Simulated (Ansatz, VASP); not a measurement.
**SiC in VASP and in Ansatz**

```
Si C
1.0
     3.07600    0.00000    0.00000
    -1.53800    2.66389    0.00000
     0.00000    0.00000    5.04800
Si C
2 2
Direct
  0.36959 0.69321 0.00000
  0.66667 0.33333 0.50000
  0.33333 0.66667 0.38500
  0.66667 0.33333 0.88500
```

Alike in both runs: task single point; functional PBE; k mesh 6 × 6 × 4; occupations gaussian, width 0.05 eV; no spin polarisation.

```csv
,VASP,Ansatz
version,VASP 6.6.1,Ansatz 0.2.0
potentials or method,"VASP PAW PBE potentials, release 64 (Si, C)","scalar-relativistic, plane waves, PAW"
plane-wave cutoff (eV),520,420
valence electrons in the cell,16,16
```

|  | VASP | Ansatz | Ansatz less VASP |
| --- | --- | --- | --- |
| gap on the k mesh at the Fermi level (eV) | 2.22 | 2.22 | +0.003 |
| least direct gap on the mesh (eV) | 3.99 | 3.99 | +0.005 |
| pressure (GPa) | 4.3 | 4.3 | +0.06 |
| largest component of the traceless stress (GPa) | 4.46 | 4.48 | +0.015 |
| rms of the force components (eV/Å) | 0.902 | 0.902 | +0.0002 |

Atom by atom the forces differ by 0.000 eV/Å (rms over components). The functional is the same, so the differences come from potentials, cutoffs and numerics.

Caveats: forces of over 1 eV/Å show positions far from the minimum, so gaps and moduli don't describe the material at rest. A k mesh can miss the band edges.
